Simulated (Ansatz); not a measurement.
# CdSe (Fm-3m) in Ansatz: settings compared

Aim: see how the results for CdSe move with the level of theory and the settings. Levels: BLYP+D3(BJ), BLYP+D4, PBE, RPBE+D4. Tasks: relaxation of cell and atoms, single point.

All numbers are computed with Ansatz 0.2.0; they aren't measurements. Logs are shortened: lines on timing, memory, paths and dates and some standing lists are left out, and cuts for length are marked.

**1. The structure**

The structure is cubic, space group Fm-3m (No. 225). Conventional cell: a = 5.748 Å, b = 5.748 Å, c = 5.748 Å, α = 90.00°, β = 90.00°, γ = 90.00°. Cd (site symmetry m-3m) has 6 Se at 2.87 Å as nearest neighbours. Se (site symmetry m-3m) is surrounded by 6 Cd at 2.87 Å.

Measurements of this composition are mostly on another form, of space group No. 186.

**2. Relaxation of cell and atoms, BLYP+D3(BJ)**

File input.yaml:

```yaml
crystal:
  lattice:
    - [0.0, 2.873958, 2.873958]
    - [2.873958, 0.0, 2.873958]
    - [2.873958, 2.873958, 0.0]
  atoms:
    - { symbol: Cd, position: [0.0, 0.0, 0.0] }
    - { symbol: Se, position: [0.5, 0.5, 0.5] }
hamiltonian:
  xc: blyp
  pseudopotentials: { kind: paw }
  dispersion: d3bj
kpoints:
  mp_grid: { grid: [8, 8, 8] }
scf:
  occupations: { method: fermi_dirac, width: 0.05 }
output:
  forces: true
  stress: true
  eigenvalues: true
  write_density: true
  write_potential: true
  elf: true
  volumetric_format: npy
relax:
  f_tol: 0.01
  max_steps: 40
  cell: { stress_tol: 0.05 }
```

Potentials or basis: Ansatz PAW.

Started as:

```console
$ ansatz run input.yaml --threads 2 --pin off --max-ram 5632MiB --backend cpu --events-out ev --progress --plain --runs-dir out
```

Output:

```text
Warning: RAYON_NUM_THREADS=2 ignored (pool sized by the plan → 2); use --threads N
Engine: ansatz 0.2.0, aarch64-unknown-linux-gnu
Pseudopotentials: kind: paw
Pseudopotential: Cd, paw, valence charge 20, recommended cutoff 420 eV (normal), Cd.paw.azcp
Pseudopotential: Se, paw, valence charge 16, recommended cutoff 420 eV (normal), Se.paw.azcp
Functional definition: BLYP
  parameter beta = 0.0042
  parameter a = 0.04918
  parameter b = 0.132
  parameter c = 0.2533
  parameter d = 0.349
  exchange = b88_x(beta = beta)
  correlation = lyp_c(a = a, b = b, c = c, d = d)
Crystal: 2 atoms, lattice volume = 47.476 Å³
Basis set: ecut = 420 eV, 941 PW (Γ), exchange–correlation on 60×60×60 points (8 copies of the dense FFT grid, shifted against one another)
Bands: 22, of which v1, the nominal top of the filled ones, is band 18 counted from 1 (17 counted from 0)
Symmetry: 48 space group operations
Space group: Fm-3m (ITA 225), of the structure as read, at distance tolerance 3.6e-5 Å
k-points: 29 of 512
Non-local potential: Cd, projectors of the file, l = 0: 3, l = 1: 2, l = 2: 2, l = 3: 1
Non-local potential: Se, projectors of the file, l = 0: 2, l = 1: 2, l = 2: 3, l = 3: 1
PAW form: soft (Blöchl's): semilocal exchange-correlation on the pseudo side does not see the compensation charge
PAW frozen core: Cd, regenerated for the run's functional, and the local potential with it (the file was generated under x = pbe(κ = 0.804, μ = 0.2195149727645171), c = pbe(β = 0.06672455060314922))
PAW frozen core: Se, regenerated for the run's functional, and the local potential with it (the file was generated under x = pbe(κ = 0.804, μ = 0.2195149727645171), c = pbe(β = 0.06672455060314922))
PAW one-centre angular grid: Cd, 590 points (default); XC on 64 Gauss nodes
PAW one-centre angular grid: Se, 590 points (default); XC on 64 Gauss nodes
Initial density: superposition of atomic densities (neutral atoms: chi_scale 0, normalization atom), corrected by the library's trained network
Initial wavefunctions: pseudopotential atomic-orbital guess
Functional: x = b88, c = lyp
SCF iter   1: F=—  HF=-13752.916141 eV  |F-HF|=—  |Δ(HF+E_count)|=         —  Δρ=6.66e-3  dr2=2.44e-2  ethr=1.77e-3  ⟨swp⟩=5.9  Hψ=2663  notcnv=0
preconditioner: auto → Kerker (q_TF=auto, 2.605 Å⁻¹)  [metal: Δε(μ)=0.117 eV  Ē_g=12.261 eV  σ=0.050 eV  W_gap=0.43  n_scr=14 (ndim 8)  ℏωp=22.9 eV  f_vac=0.035  D(μ)=0.27/eV (n_scr^D=0)]
SCF iter   2: F=—  HF=-13752.911772 eV  |F-HF|=—  |Δ(HF+E_count)|=   4.37e-3  Δρ=3.40e-3  dr2=7.24e-3  ethr=6.77e-5  ⟨swp⟩=1.9  Hψ=935  notcnv=0
preconditioner: auto → none  [insulator: Δε(μ)=0.285 eV  Ē_g=12.273 eV  σ=0.050 eV  W_gap=0.62  n_scr=14 (ndim 8)  ℏωp=22.9 eV  f_vac=0.035  D(μ)=0.29/eV (n_scr^D=0)  ε∞_Penn≈4.5]
SCF iter   3: F=—  HF=-13752.909812 eV  |F-HF|=—  |Δ(HF+E_count)|=   1.96e-3  Δρ=1.15e-3  dr2=5.37e-4  ethr=2.01e-5  ⟨swp⟩=2.6  Hψ=1094  notcnv=0
SCF iter   4: F=—  HF=-13752.909582 eV  |F-HF|=—  |Δ(HF+E_count)|=   2.29e-4  Δρ=3.23e-4  dr2=2.87e-5  ethr=1.49e-6  ⟨swp⟩=2.0  Hψ=1148  notcnv=0
SCF iter   5: F=—  HF=-13752.909565 eV  |F-HF|=—  |Δ(HF+E_count)|=   1.68e-5  Δρ=1.18e-4  dr2=4.20e-6  ethr=7.97e-8  ⟨swp⟩=2.0  Hψ=1130  notcnv=0
SCF iter   6: F=-13752.909563 eV  HF=-13752.909563 eV  |F-HF|=3.00e-8  |Δ(HF+E_count)|=   2.05e-6  Δρ=1.19e-5  dr2=4.24e-8  ethr=2.78e-10  ⟨swp⟩=5.7  Hψ=4144  notcnv=0
SCF 1 converged in 6 iterations: F = -13752.909563 eV  dr2 = 4.24e-8
relax step   1: F+E_penalty+E_count = -13752.90956324 eV  Δ(F+E_penalty+E_count) = +0.000e0 eV  max|allowed force component| = 6.903e-31 eV/Å  Δτ_max = 0.0000 Å  P = -2.469 GPa  Ω = 47.476 Å³  (6 SCF iters, dr2 threshold 1.00e-7 eV, accepted)
Crystal: 2 atoms, lattice volume = 44.427 Å³
[... 19 lines left out ...]
SCF iter   5: F=-13752.925198 eV  HF=-13752.925197 eV  |F-HF|=4.96e-9  |Δ(HF+E_count)|=   2.88e-8  Δρ=8.37e-6  dr2=1.48e-8  ethr=5.56e-10  ⟨swp⟩=8.1  Hψ=4457  notcnv=0
SCF 3 converged in 5 iterations: F = -13752.925198 eV  dr2 = 1.48e-8
  Residual-converged pass: ⟨swp⟩=1.0  Hψ=755  notcnv=0  max |occ|·‖R‖ = 7.0e-9 eV (tolerance 1.0e-8 eV)  dr2=1.48e-8  dr2_onsite=9.84e-9  max |Δocc| = 2.3e-11
relax step   3: F+E_penalty+E_count = -13752.92519750 eV  Δ(F+E_penalty+E_count) = -6.080e-3 eV  max|allowed force component| = 1.315e-30 eV/Å  Δτ_max = 0.0000 Å  P = -0.147 GPa  Ω = 45.681 Å³  energy of the carried Pulay correction = +4.779e-4 eV  (5 SCF iters, dr2 threshold 2.00e-7 eV, accepted)
Crystal: 2 atoms, lattice volume = 45.584 Å³
iter 1 solved again at ethr=2.29e-8 eV; its pass at ethr=3.10e-3 eV (dr2=8.24e-6 eV) is discarded
SCF iter   1: F=—  HF=-13752.925269 eV  |F-HF|=—  |Δ(HF+E_count)|=         —  Δρ=7.04e-5  dr2=2.47e-6  ethr=2.29e-8  ⟨swp⟩=2.0  Hψ=3252  notcnv=0
preconditioner: auto → none  [insulator: Δε(μ)=0.213 eV  Ē_g=12.470 eV  σ=0.050 eV  W_gap=0.79  n_scr=14 (ndim 8)  ℏωp=23.3 eV  f_vac=0.036  D(μ)=0.25/eV (n_scr^D=0)  ε∞_Penn≈4.5]
SCF iter   2: F=—  HF=-13752.925270 eV  |F-HF|=—  |Δ(HF+E_count)|=   1.61e-6  Δρ=4.31e-5  dr2=4.62e-7  ethr=6.85e-9  ⟨swp⟩=2.0  Hψ=856  notcnv=0
SCF iter   3: F=—  HF=-13752.925270 eV  |F-HF|=—  |Δ(HF+E_count)|=   9.97e-8  Δρ=1.41e-5  dr2=7.92e-8  ethr=1.28e-9  ⟨swp⟩=2.1  Hψ=917  notcnv=0
SCF iter   4: F=-13752.925270 eV  HF=-13752.925270 eV  |F-HF|=1.16e-9  |Δ(HF+E_count)|=   1.84e-8  Δρ=1.34e-6  dr2=1.39e-9  ethr=1.49e-10  ⟨swp⟩=7.3  Hψ=3615  notcnv=0
SCF 4 converged in 4 iterations: F = -13752.925270 eV  dr2 = 1.39e-9
relax step   4: F+E_penalty+E_count = -13752.92527001 eV  Δ(F+E_penalty+E_count) = -7.251e-5 eV  max|allowed force component| = 2.630e-30 eV/Å  Δτ_max = 0.0000 Å  P = -0.004 GPa  Ω = 45.584 Å³  energy of the carried Pulay correction = +5.046e-4 eV  (4 SCF iters, dr2 threshold 5.38e-8 eV, accepted)
Basis set: ecut = 420 eV, 893 PW (Γ), exchange–correlation on 54×54×54 points (8 copies of the dense FFT grid, shifted against one another)
Initial wavefunctions: pseudopotential atomic-orbital guess (no wavefunctions were taken with the density)
iter 1 solved again at ethr=2.69e-8 eV; its pass at ethr=3.10e-3 eV (dr2=9.68e-6 eV) is discarded
SCF iter   1: F=—  HF=-13752.924753 eV  |F-HF|=—  |Δ(HF+E_count)|=         —  Δρ=8.71e-5  dr2=5.64e-7  ethr=2.69e-8  ⟨swp⟩=3.1  Hψ=4341  notcnv=0
preconditioner: auto → none  [insulator: Δε(μ)=0.214 eV  Ē_g=12.469 eV  σ=0.050 eV  W_gap=0.79  n_scr=14 (ndim 8)  ℏωp=23.3 eV  f_vac=0.039  D(μ)=0.25/eV (n_scr^D=0)  ε∞_Penn≈4.5]
SCF iter   2: F=—  HF=-13752.924731 eV  |F-HF|=—  |Δ(HF+E_count)|=   2.23e-5  Δρ=3.88e-5  dr2=1.63e-7  ethr=1.57e-9  ⟨swp⟩=2.0  Hψ=1121  notcnv=0
SCF iter   3: F=—  HF=-13752.924731 eV  |F-HF|=—  |Δ(HF+E_count)|=   9.18e-8  Δρ=1.34e-5  dr2=2.27e-8  ethr=4.53e-10  ⟨swp⟩=2.0  Hψ=841  notcnv=0
SCF iter   4: F=—  HF=-13752.924731 eV  |F-HF|=—  |Δ(HF+E_count)|=   3.95e-9  Δρ=2.63e-6  dr2=1.98e-9  ethr=6.30e-11  ⟨swp⟩=2.0  Hψ=1161  notcnv=0
SCF iter   5: F=—  HF=-13752.924731 eV  |F-HF|=—  |Δ(HF+E_count)|=  4.18e-11  Δρ=8.75e-7  dr2=1.08e-10  ethr=5.50e-12  ⟨swp⟩=2.3  Hψ=951  notcnv=0
SCF iter   6: F=-13752.924731 eV  HF=-13752.924731 eV  |F-HF|=3.64e-12  |Δ(HF+E_count)|=  1.04e-10  Δρ=6.32e-8  dr2=4.56e-13  ethr=1.00e-12  ⟨swp⟩=5.0  Hψ=2534  notcnv=0
SCF 5 converged in 6 iterations: F = -13752.924731 eV  dr2 = 4.56e-13
relax step   5: F+E_penalty+E_count = -13752.92473106 eV  Δ(F+E_penalty+E_count) = +5.390e-4 eV  max|allowed force component| = 3.155e-30 eV/Å  Δτ_max = 0.0000 Å  P = -0.001 GPa  Ω = 45.584 Å³  stress off target by 1.30e-3 GPa  SCF on the basis re-selected at this cell (its energy is not comparable with the rows above)  (6 SCF iters)
basis re-selected at this cell: Δ(F+E_penalty+E_count) = +5.390e-4 eV, ΔP = +0.003 GPa vs the last step (what re-selecting the basis moved, of the pressure what is left beyond the Pulay correction that the steps carried, after the strain that the cell walked since its last selection, with what the two solves' SCF thresholds leave and, on support functions, any second-order correction that the steps lacked; it is no measure of the basis error at this ecutwfc). The dense FFT grid was sized anew with the basis: this SCF ran on 27×27×27 points, the steps before it on 30×30×30, so part of this shift can come from that change (see relax.cell in the input reference). This SCF's stress stands 1.30e-3 GPa from its target on what of the cell is left free (relax.cell.stress_tol is 5.00e-2 GPa) and its largest allowed force component is 3.16e-30 eV/Å (relax.f_tol is 1.00e-2 eV/Å): within both
SCF converged after 6 iterations
Free energy (F): -13752.924731 eV
Harris-Foulkes:  -13752.924731 eV  (|F-HF|=3.64e-12)
Internal energy: -13752.922120 eV  (E = F + TS)
E sigma→0 (E₀):  -13752.923426 eV
Entropy (-TS):   -0.002611 eV (-1.305 meV/atom)
Fermi energy:    11.196943 eV
--- Per-component energies (eV) ---
  E_band       = -769.723308
  E_kinetic    = 626.246374
  E_local      = -5408.509616  (includes V_loc(G=0)·N_el)
  E_nonlocal   = -567.913909
  E_hartree    = 2606.800700
  E_xc         = -278.533170
  E_vxc        = -315.402734  (∫ρ·V_xc dr)
  E_paw        = -6025.195818  (= ΣΔE_a)
  E_vpaw       = -317.744249  (= ΣTr[D̂ρ^β])
  E_aug_tail   = -0.000560  (compensation charges beyond the density's cutoff)
  E_ewald      = -4704.319833
  E_disp       = -1.838142  (pairwise vdW)
  E_core_change = 0.341854  (= ΣΔE_core)
  E_smearing   = -0.002611  (= −TS)
  E_closure    = -0.000000  (closes the sum)
  Σ components = -13752.924731   (vs F -13752.924731, Δ=0.00e0)
--- Forces (eV/Å), atoms counted from 1 ---
  atom   1  Cd    -0.00000000     0.00000000    -0.00000000
  atom   2  Se    -0.00000000     0.00000000     0.00000000
  max |Σ_I F_I| component: 1.58e-29 eV/Å
--- Stress (GPa, compression-positive) ---
       -0.001300      -0.000000      -0.000000
       -0.000000      -0.001300       0.000000
        0.000000      -0.000000      -0.001300
  P = ⅓ Tr σ = -0.0013 GPa (-0.013 kbar)
--- Band table (eV; the first three rows and the last of 29) ---
  k-point 0: bands = ["-90.9617", "-52.0206", "-52.0206", "-52.0206", "-35.6409", "-35.6409", "-35.6368", "-35.6368", "-35.6368", "-2.0525", "3.0144", "3.0144", "3.0314", "3.0314", "3.0314", "10.4135", "10.4135", "10.4135", "11.2953", "20.0446", "20.0446", "20.0446"]
  k-point 1: bands = ["-90.9617", "-52.0207", "-52.0206", "-52.0206", "-35.6409", "-35.6409", "-35.6367", "-35.6367", "-35.6367", "-1.9354", "2.9792", "2.9792", "3.0216", "3.0511", "3.0511", "9.0144", "10.4961", "10.4961", "12.6772", "18.6911", "19.3911", "19.3911"]
  k-point 2: bands = ["-90.9617", "-52.0210", "-52.0206", "-52.0206", "-35.6408", "-35.6408", "-35.6367", "-35.6367", "-35.6367", "-1.6248", "2.8926", "2.8926", "2.9855", "3.1035", "3.1035", "7.4813", "10.7098", "10.7098", "13.9838", "17.4830", "17.9173", "17.9173"]
  k-point 28: bands = ["-90.9616", "-52.0211", "-52.0211", "-52.0209", "-35.6409", "-35.6407", "-35.6366", "-35.6366", "-35.6364", "-1.1287", "2.9033", "3.0421", "3.0421", "3.2336", "3.6197", "7.8658", "7.8658", "7.9389", "14.0382", "17.0575", "18.7927", "18.7927"]
--- Relaxed structure (4 steps of the walk, 4 accepted, 1 SCFs on fresh bases) ---
  F+E_penalty+E_count = -13752.92473106 eV   max|allowed force component| = 3.155e-30 eV/Å   (the final SCF, on the basis selected at the relaxed cell)
  cell:  # Å, volume = 45.5842 Å³
    - [-7.16536663938724e-34, 2.83527203313954, 2.83527203313954]
    - [2.83527203313954, 9.872280495013364e-35, 2.83527203313954]
    - [2.83527203313954, 2.83527203313954, 1.2738430082238973e-34]
  atoms:
    - { symbol: Cd, position: [3.490268517153372e-36, -1.0819832403172291e-35, -5.9334564791600225e-36] }
    - { symbol: Se, position: [0.49999999999999994, 0.49999999999999994, 0.49999999999999994] }
```

It took 4.3 s on 2 threads of Arm Neoverse V2, shared host; peak memory 0.34 GiB.

Results:

- Free energy: -13752.9247 eV
- Relaxed volume: 22.79 Å³/atom
- Relaxed cell: a = 4.010 Å, b = 4.010 Å, c = 4.010 Å, α = 60.00°, β = 60.00°, γ = 60.00°
- Space group after relaxing (to 0.05 Å): Fm-3m (No. 225)
- Energy gained by relaxing: 7.6 meV/atom
- Ionic steps: 5
- Pressure after relaxing: 0.0 GPa
- Band gap on the k mesh: none (metal or under the smearing width)

The path:
```
step  energy change (eV)  largest force (eV/Å)  volume (Å³)
   1              0.0000                0.0000        47.48
   2             -0.0096                0.0000        44.43
   3             -0.0156                0.0000        45.68
   4             -0.0157                0.0000        45.58
   5             -0.0152                0.0000        45.58
```

Final structure:
```
Cd Se
1.0
     0.00000    2.83527    2.83527
     2.83527    0.00000    2.83527
     2.83527    2.83527    0.00000
Cd Se
1 1
Direct
  0.00000 0.00000 0.00000
  0.50000 0.50000 0.50000
```

Caveat: the plane-wave basis is chosen anew once the cell has moved, so the energies of steps on either side of that aren't comparable; pairwise dispersion overbinds metals, which lowers pressure and volume; the PAW data sets come from PBE, with cores solved anew for the run's functional, which leaves a small shift of forces and pressure.

**3. Relaxation of cell and atoms, BLYP+D4**

Changes to input.yaml since step 2:

```diff
@@ -11,3 +11,3 @@
   pseudopotentials: { kind: paw }
-  dispersion: d3bj
+  dispersion: d4
 kpoints:
@@ -20,6 +20,2 @@
   eigenvalues: true
-  write_density: true
-  write_potential: true
-  elf: true
-  volumetric_format: npy
 relax:
```

Potentials or basis: Ansatz PAW.

Started as:

```console
$ ansatz run input.yaml --threads 2 --pin off --max-ram 5632MiB --backend cpu --events-out ev --progress --plain --runs-dir out
```

It took 3.5 s on 2 threads of Arm Neoverse V2, shared host; peak memory 0.34 GiB.

It converged, with:

```yaml
Free_energy: -13752.6448 eV
Relaxed_volume: 23.22 Å³/atom
Relaxed_cell: a = 4.034 Å, b = 4.034 Å, c = 4.034 Å, α = 60.00°, β = 60.00°, γ = 60.00°
Space_group_after_relaxing_to_0.05_Å: Fm-3m (No. 225)
Energy_gained_by_relaxing: 2.3 meV/atom
Ionic_steps: 4
Pressure_after_relaxing: 0.0 GPa
Band_gap_on_the_k_mesh: none (metal or under the smearing width)
```

Step by step:
```tsv
step	energy change (eV)	largest force (eV/Å)	volume (Å³)
1	0.0000	0.0000	47.48
2	-0.0033	0.0000	45.76
3	-0.0050	0.0000	46.43
4	-0.0047	0.0000	46.43
```

Final structure:
```
Cd Se
1.0
     0.00000    2.85278    2.85278
     2.85278    0.00000    2.85278
     2.85278    2.85278    0.00000
Cd Se
1 1
Direct
  0.00000 0.00000 0.00000
  0.50000 0.50000 0.50000
```

Levels at points of the mesh, in eV from the Fermi level:
```
             k point  band 14  band 15  band 16  band 17  band 18  band 19  band 20  band 21  band 22
  (0.00, 0.00, 0.00)    -8.12    -8.12    -0.75    -0.75    -0.75     0.03     8.84     8.84     8.84
 (0.00, 0.00, -0.50)    -7.98    -7.98    -5.10    -0.13    -0.13     3.13     5.24     5.24     5.82
(0.00, -0.50, -0.50)    -7.93    -7.42    -4.17    -2.18    -2.18    -0.63     5.72     9.85    10.30
```

Caveat: the plane-wave basis is chosen anew once the cell has moved, so the energies of steps on either side of that aren't comparable; pairwise dispersion overbinds metals, which lowers pressure and volume; the PAW data sets come from PBE, with cores solved anew for the run's functional, which leaves a small shift of forces and pressure.

**4. Single point, PBE**

File input.yaml:

```yaml
crystal:
  lattice:
    - [0.0, 2.873958, 2.873958]
    - [2.873958, 0.0, 2.873958]
    - [2.873958, 2.873958, 0.0]
  atoms:
    - { symbol: Cd, position: [0.0, 0.0, 0.0] }
    - { symbol: Se, position: [0.5, 0.5, 0.5] }
hamiltonian:
  xc: pbe
  pseudopotentials: { kind: paw }
kpoints:
  mp_grid: { grid: [8, 8, 8] }
scf:
  occupations: { method: gaussian, width: 0.029 }
output:
  forces: true
  stress: true
  eigenvalues: true
```

Started as:

```console
$ ansatz run input.yaml --threads 2 --pin off --max-ram 5632MiB --backend cpu --events-out ev --progress --plain --runs-dir out
```

It took 0.79 s on 2 threads of Arm Neoverse V2, shared host; peak memory 0.32 GiB.

It converged, with:

```yaml
Free_energy: -13724.5020 eV
Pressure: -0.3 GPa
Band_gap_on_the_k_mesh: none (metal or under the smearing width)
```

Levels at points of the mesh, in eV from the Fermi level:
```
             k point  band 14  band 15  band 16  band 17  band 18  band 19  band 20  band 21  band 22
  (0.00, 0.00, 0.00)    -7.91    -7.91    -0.62    -0.62    -0.62     0.08     8.66     8.66     8.66
 (0.00, 0.00, -0.50)    -7.78    -7.78    -4.93    -0.05    -0.05     3.01     5.26     5.26     5.91
(0.00, -0.50, -0.50)    -7.73    -7.25    -4.07    -2.05    -2.05    -0.45     5.47     9.66    10.27
```

(Part 1 of 2 ends here.)
